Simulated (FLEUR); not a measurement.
# HfN (P6_3/mmc) in FLEUR: a series of runs

The runs below take HfN through equation of state, with PBEsol.

All numbers are computed with FLEUR MaX-R8.1 (later development tree); they aren't measurements. Logs are shortened: lines on timing, memory, paths and dates and some standing lists are left out, and cuts for length are marked.

### 1 Starting point

Symmetry: P6_3/mmc, No. 194, hexagonal system. Conventional cell: a = 3.134 Å, b = 3.134 Å, c = 5.417 Å, α = 90.00°, β = 90.00°, γ = 120.00°. Hf (site symmetry -6m2) is surrounded by 6 N at 2.26 Å. Around N (site symmetry -3m) lie 6 Hf at 2.26 Å.

The cell comes from a database or a generator and needn't be the stable form of this composition.

### 2 Equation of state, PBEsol, 10.83 Å³/atom (volume scaled by 0.94)

Input file inp.xml:

```xml
<?xml version="1.0" encoding="UTF-8" standalone="no"?>
<fleurInput fleurInputVersion="0.39">
   <comment>
      HfN                                                                                                 
   </comment>
   <calculationSetup>
      <cutoffs Kmax="4.9" Gmax="15.2" GmaxXC="15.2" numbands="0"/>
      <scfLoop itmax="60" minDistance="0.00001" maxIterBroyd="15" imix="Anderson" alpha="0.05" precondParam="0.0" spinf="2.0" sdNocoIR="T"/>
      <coreElectrons ctail="T" frcor="F" kcrel="0" coretail_lmax="0"/>
      <xcFunctional name="PBEs" relativisticCorrections="F"/>
      <magnetism jspins="1"/>
      <soc l_soc="F" theta="0.0" phi="0.0" spav="F"/>
      <expertModes spex="0" secvar="F"/>
      <geometryOptimization l_f="F" forcealpha="1.0" forcemix="BFGS" epsdisp="0.0005" epsforce="0.0002"/>
      <ldaU l_linMix="F" mixParam="0.05" spinf="1.0"/>
   </calculationSetup>
   <cell>
      <bzIntegration valenceElectrons="62.0" mode="hist" fermiSmearingEnergy="0.00183747">
         <kPointListSelection listName="default-1"/>
         <!-- k-points included here -->
         <xi:include xmlns:xi="http://www.w3.org/2001/XInclude" href="kpts.xml"> </xi:include>
      </bzIntegration>
      <!-- symmetry operations included here -->
      <xi:include xmlns:xi="http://www.w3.org/2001/XInclude" href="sym.xml"> </xi:include>
      <bulkLattice scale="0.9795861087">
         <bravaisMatrix>
            <row-1>    5.9222278610779382     0.0000000000000000     0.0000000000000000</row-1>
            <row-2>   -2.9611139306334557     5.1287997747138103     0.0000000000000000</row-2>
            <row-3>    0.0000000000000000     0.0000000000000000    10.2362074713739784</row-3>
         </bravaisMatrix>
      </bulkLattice>
   </cell>
   <atomSpecies>
      <species name="Hafnium (Hf)" element="Hf" atomicNumber="72">
         <mtSphere radius="2.37" gridPoints="807" logIncrement="0.016"/>
         <atomicCutoffs lmax="10" lnonsphr="10"/>
         <electronConfig flipSpins="F">
            <coreConfig>(1s1/2) (2s1/2) (2p1/2) (2p3/2) (3s1/2) (3p1/2) (3p3/2) (4s1/2) (3d3/2) (3d5/2) (4p1/2) (4p3/2) (4d3/2) (4d5/2)</coreConfig>
            <valenceConfig>(5s1/2) (5p1/2) (5p3/2) (6s1/2) (4f5/2) (4f7/2) (5d3/2) (5d5/2)</valenceConfig>
            <stateOccupation state="(5d3/2)" spinUp="0.400000" spinDown="0.400000"/>
            <stateOccupation state="(5d5/2)" spinUp="0.600000" spinDown="0.600000"/>
         </electronConfig>
         <energyParameters s="6" p="6" d="5" f="4"/>
         <lo type="SCLO" l="0" n="5" eDeriv="0"/>
         <lo type="SCLO" l="1" n="5" eDeriv="0"/>
         <lo type="SCLO" l="2" n="5" eDeriv="2"/>
         <lo type="SCLO" l="3" n="4" eDeriv="2"/>
      </species>
      <species name="Nitrogen (N)" element="N" atomicNumber="7">
         <mtSphere radius="1.47" gridPoints="499" logIncrement="0.021"/>
         <atomicCutoffs lmax="8" lnonsphr="8"/>
         <electronConfig flipSpins="F">
            <coreConfig>(1s1/2)</coreConfig>
            <valenceConfig>(2s1/2) (2p1/2) (2p3/2)</valenceConfig>
            <stateOccupation state="(2p1/2)" spinUp="0.500000" spinDown="0.500000"/>
            <stateOccupation state="(2p3/2)" spinUp="1.000000" spinDown="1.000000"/>
         </electronConfig>
         <energyParameters s="2" p="2" d="3" f="4"/>
         <lo type="SCLO" l="0" n="2" eDeriv="2"/>
         <lo type="SCLO" l="1" n="2" eDeriv="2"/>
         <lo type="SCLO" l="2" n="3" eDeriv="2"/>
      </species>
   </atomSpecies>
   <atomGroups>
      <atomGroup species="Hafnium (Hf)">
         <relPos label="                   1">1.000/3.000 -1.000/3.000 1.000/4.000</relPos>
         <relPos label="                   2">-1.000/3.000 1.000/3.000 -1.000/4.000</relPos>
         <force calculate="T" relaxXYZ="TTT"/>
      </atomGroup>
      <atomGroup species="Nitrogen (N)">
         <relPos label="                   3">.0000000000 .0000000000 1.000/2.000</relPos>
         <relPos label="                   4">.0000000000 .0000000000 .0000000000</relPos>
         <force calculate="T" relaxXYZ="TTT"/>
      </atomGroup>
   </atomGroups>
   <output dos="F" band="F" slice="F">
      <checks vchk="F" cdinf="F"/>
      <bandDOS minEnergy="-.5*Htr" maxEnergy="0.5*Htr" sigma="0.015" storeEVData="T"/>
      <vacuumDOS vacdos="F" integ="F" star="F" nstars="0" locx1="0.0" locy1="0.0" locx2="0.0" locy2="0.0" nstm="0" tworkf="0.0"/>
      <unfoldingBand unfoldBand="F" supercellX="1" supercellY="1" supercellZ="1"/>
      <plotting iplot="0" polar="F">
         <plot TwoD="T" vec1="  1.0  0.0  0.0" vec2="  0.0  1.0  0.0" vec3="  0.0  0.0  1.0" zero="  0.0  0.0  0.0" file="plot"/>
      </plotting>
      <chargeDensitySlicing numkpt="0" minEigenval="0.0" maxEigenval="0.0" nnne="0" pallst="F"/>
      <specialOutput eonly="F"/>
      <moessbauerParams electricFieldGradient="T" isomerShift="T" coreHyperfine="T" valenceHyperfine="T"/>
      <magneticCircularDichroism mcd="F" energyLo="-10.0" energyUp="0.0"/>
   </output>
  <!-- We include the file relax.xml here to enable relaxations (see documentation) -->
  <xi:include xmlns:xi="http://www.w3.org/2001/XInclude" href="relax.xml"> <xi:fallback/> </xi:include>
</fleurInput>
```

Potentials or basis: all-electron, FLAPW.

Launch:

```console
$ inpgen -f crystal.txt -profile fastHighL
$ # inp.xml edited to the form shown
$ fleur_MPI
```

Output:

```text
Welcome to FLEUR        (www.flapw.de)
      MaX-Release 8.1          (www.max-centre.eu)

 ========== k-point set info ==========
 Selected k-point list: default-1
 k-point list type: mesh
 10 x 10 x 5
 Number of k points: 42

 ------------Calculation Setup---------------------------
 Number of MPI-tasks      :            1
 Number of PE/node        :            1
 Number of OMP-threads    :            1
 Most efficient MPI parallelization for:
           1           2           3           6           7          14          21          42
 Additional eigenvalue parallelization possible
 Number of basis functions:          710
 Approximate size of matrices (H+S) per k-point:         0.008 GB
 --------------------------------------------------------
 Iteration:     1   Distance:      27.10795198 me/bohr^3
 Iteration:     2   Distance:      22.83559238 me/bohr^3
 Iteration:     3   Distance:       8.23255464 me/bohr^3
 Iteration:     4   Distance:       6.26168758 me/bohr^3
 Iteration:     5   Distance:       3.98675006 me/bohr^3
 Iteration:     6   Distance:       0.57657885 me/bohr^3
 Iteration:     7   Distance:       0.45063657 me/bohr^3
 Iteration:     8   Distance:       0.06106225 me/bohr^3
 Iteration:     9   Distance:       0.04687436 me/bohr^3
 Iteration:    10   Distance:       0.01432245 me/bohr^3
 Iteration:    11   Distance:       0.00521415 me/bohr^3
 Iteration:    12   Distance:       0.00133649 me/bohr^3
 Iteration:    13   Distance:       0.00009941 me/bohr^3
 Iteration:    14   Distance:       0.00010853 me/bohr^3
 Iteration:    15   Distance:       0.00000877 me/bohr^3

 ********************************************************************
 Run finished successfully
 Stop message:
   all done
 ********************************************************************
```

out.xml (last iteration):

```text
<iteration numberForCurrentRun="   15" overallNumber="   15">
         <energyParameters units="Htr">
            <atomicEP atomType="1" spin="1" branch="6s" branchLowest="-1.60" branchHighest="2.90" value="0.3614868271"/>
            <atomicEP atomType="1" spin="1" branch="6p" branchLowest="-0.34" branchHighest="3.92" value="0.4876586283"/>
            <atomicEP atomType="1" spin="1" branch="5d" branchLowest="-6.76" branchHighest="1.34" value="0.5300280670"/>
            <atomicEP atomType="1" spin="1" branch="4f" branchLowest="-9.99" branchHighest="0.21" value="0.2212790508"/>
            <loAtomicEP atomType="1" spin="1" branch="5s" branchLowest="-17.97" branchHighest="-1.60" value="-1.6461179674"/>
            <loAtomicEP atomType="1" spin="1" branch="5p" branchLowest="-13.07" branchHighest="-0.34" value="-0.5201246449"/>
            <loAtomicEP atomType="1" spin="1" branch="5d" branchLowest="-6.76" branchHighest="1.34" value="0.5282583674"/>
            <loAtomicEP atomType="1" spin="1" branch="4f" branchLowest="-9.99" branchHighest="0.21" value="0.1999577681"/>
            <atomicEP atomType="2" spin="1" branch="2s" branchLowest="-13.17" branchHighest="1.56" value="-0.0401323310"/>
            <atomicEP atomType="2" spin="1" branch="2p" branchLowest="-9.99" branchHighest="1.71" value="0.2676244451"/>
            <atomicEP atomType="2" spin="1" branch="3d" branchLowest="-9.99" branchHighest="5.91" value="0.5079518917"/>
            <atomicEP atomType="2" spin="1" branch="4f" branchLowest="-9.99" branchHighest="9.95" value="0.6681205344"/>
            <loAtomicEP atomType="2" spin="1" branch="2s" branchLowest="-13.17" branchHighest="1.56" value="-0.0401323310"/>
            <loAtomicEP atomType="2" spin="1" branch="2p" branchLowest="-9.99" branchHighest="1.71" value="0.2675667979"/>
            <loAtomicEP atomType="2" spin="1" branch="3d" branchLowest="-9.99" branchHighest="5.91" value="0.5079524190"/>
         </energyParameters>
         <eigenvalues>
            <eigenvaluesAt spin="1" ikpt="1" k_x="0.00000000" k_y="0.00000000" k_z="0.00000000">
                      -1.6491275253       -1.6467156071       -0.5302703051       -0.4897175972       -0.4859757547
                      -0.4859757547       -0.4832622072       -0.4832622072       -0.0100490894        0.1108099143
                       0.1902439895        0.1909179558        0.1911762723        0.1911762723        0.1932092748
                       0.1941469703        0.1941469703        0.1942986058        0.1942986058        0.1951183104
                       0.1951183104        0.1971612695        0.1972448198        0.1989656357        0.3032144475
                       0.4499337828        0.4499337828        0.4980708121        0.4980708121        0.5715260793
                       0.6054977715        0.6583147326        0.6583147326        0.6883086521        0.7028436848
                       0.7028436848        0.7134963969        0.8553446237        0.8553446237        0.9254442520
                       0.9320399690        0.9320399690        1.0321102159        1.1599481722        1.2021485314
                       1.2021485314        1.2877871760        1.3362435559
            </eigenvaluesAt>
            <eigenvaluesAt spin="1" ikpt="2" k_x="0.00000000" k_y="0.00000000" k_z="0.20000000">
                      -1.6488985789       -1.6469473136       -0.5267633365       -0.4940222544       -0.4857169001
                      -0.4857169001       -0.4835215472       -0.4835215472       -0.0005318819        0.0950185047
                       0.1908636443        0.1911188621        0.1912514068        0.1912514068        0.1932698186
                       0.1933789778        0.1933789778        0.1946211471        0.1946211471        0.1955671657
[... 16 lines left out ...]
                       0.8305551244        0.8305551244        1.1644442535        1.2141938302        1.2581962294
                       1.3403344546        1.3403344546        1.3565365009
            </eigenvaluesAt>
            <eigenvaluesAt spin="1" ikpt="4" k_x="0.00000000" k_y="0.10000000" k_z="0.00000000">
                      -1.6488340507       -1.6465269266       -0.5286060269       -0.4900494092       -0.4898561468
                      -0.4872440823       -0.4871166241       -0.4836010391       -0.0019956542        0.1062325354
                       0.1906816080        0.1911357064        0.1914724792        0.1917291466        0.1935090291
                       0.1939649272        0.1940727794        0.1940876272        0.1942632075        0.1950970964
[... 29 lines left out ...]
            <state n="3" l="2" j="2.5" energy="-59.0895488833" weight="3.0000000000"/>
            <state n="4" l="1" j="0.5" energy="-14.6301753572" weight="1.0000000000"/>
            <state n="4" l="1" j="1.5" energy="-12.4799729193" weight="2.0000000000"/>
            <state n="4" l="2" j="1.5" energy="-6.9976467578" weight="2.0000000000"/>
            <state n="4" l="2" j="2.5" energy="-6.6038802021" weight="3.0000000000"/>
         </coreStates>
         <coreStates atomType="     2" atomicNumber="  7" spin="1" kinEnergy="     43.9044728301" eigValSum="    -26.3367297809" lostElectrons=" 0.000006">
            <state n="1" l="0" j="0.5" energy="-13.1683648905" weight="1.0000000000"/>
         </coreStates>
         <allElectronCharges>
            <spinDependentCharge spin="1" total="158.0000000" interstitial="7.5925749" mtSpheres="150.4074251"/>
            <totalCharge value="157.9999999956"/>
         </allElectronCharges>
         <moessbauerParams unitsHFF="kG" unitsIS="e/bohr^3" unitsEFG="Htr/bohr^2">
            <coreIsomerShift atomType="1" isTotal="1280493.35745">
               <shell n="1" l="0" isomerShift="1075901.41241"/>
               <shell n="2" l="0" isomerShift="151307.28935"/>
               <shell n="2" l="1" isomerShift="8621.82429"/>
               <shell n="3" l="0" isomerShift="33733.13140"/>
               <shell n="3" l="1" isomerShift="2144.37418"/>
               <shell n="4" l="0" isomerShift="8272.60169"/>
               <shell n="3" l="2" isomerShift="0.00081"/>
               <shell n="4" l="1" isomerShift="512.72312"/>
               <shell n="4" l="2" isomerShift="0.00020"/>
            </coreIsomerShift>
            <coreIsomerShift atomType="2" isTotal="199.61282">
               <shell n="1" l="0" isomerShift="199.61282"/>
            </coreIsomerShift>
            <isomerShift atomType="1" nucleusRadius="0.0001330" averageDensity="1281925.71773"/>
            <isomerShift atomType="2" nucleusRadius="0.0000569" averageDensity="208.37875"/>
            <electricFieldGradient atomType="1" VXX="0.07638" VYY="0.07638" VZZ="-0.15276" asymParam="0.00000">
            </electricFieldGradient>
            <electricFieldGradient atomType="2" VXX="0.07304" VYY="0.07304" VZZ="-0.14608" asymParam="0.00000">
            </electricFieldGradient>
         </moessbauerParams>
         <totalEnergy                                    value="   -30295.9569557941" units="Htr">
            <sumOfEigenvalues                            value="   -18467.1109894690">
               <coreElectrons value="-18466.5703872120"/>
               <valenceElectrons value="-0.5406022570"/>
            </sumOfEigenvalues>
            <densityCoulombPotentialIntegral value="-51522.5974469651"/>
            <densityEffectivePotentialIntegral value="-52344.5964122849"/>
            <chargeDenXCDenIntegral value="-624.3500261583"/>
            <FockExchangeEnergyValence value="0.0000000000"/>
            <FockExchangeEnergyCore value="0.0000000000"/>
            <atomTypeDependentContributions atomType="1">
               <electronNucleiInteractionDifferentMTs value="37550.2022714093"/>
               <MadelungTerm value="-103.6219935239"/>
            </atomTypeDependentContributions>
            <atomTypeDependentContributions atomType="2">
               <electronNucleiInteractionDifferentMTs value="124.3170425008"/>
               <MadelungTerm value="-9.6523215351"/>
            </atomTypeDependentContributions>
            <tkbTimesEntropy value="0.0003998645"/>
            <freeEnergy value="-30295.9573556586"/>
            <extrapolationTo0K value="-30295.9571557263"/>
         </totalEnergy>
         <densityConvergence units="me/bohr^3">
            <chargeDensity spin="1" distance="0.0000087678"/>
         </densityConvergence>
      </iteration>
```

Run time: 2.2 min. Hardware: 1 thread of Intel Xeon Platinum 8259CL at 2.50GHz (Skylake/Cascade Lake), shared host; peak memory 0.09 GiB.

Results:

| Quantity | Value |
| --- | --- |
| Free energy | -824394.9973 eV |
| Band gap on the k mesh | none (metal or under the smearing width) |
| Valence electrons inside the program's atomic spheres | Hf 23.62; N 3.58 (radii Hf 2.37, N 1.47 bohr) |

(Part 1 of 2 ends here.)
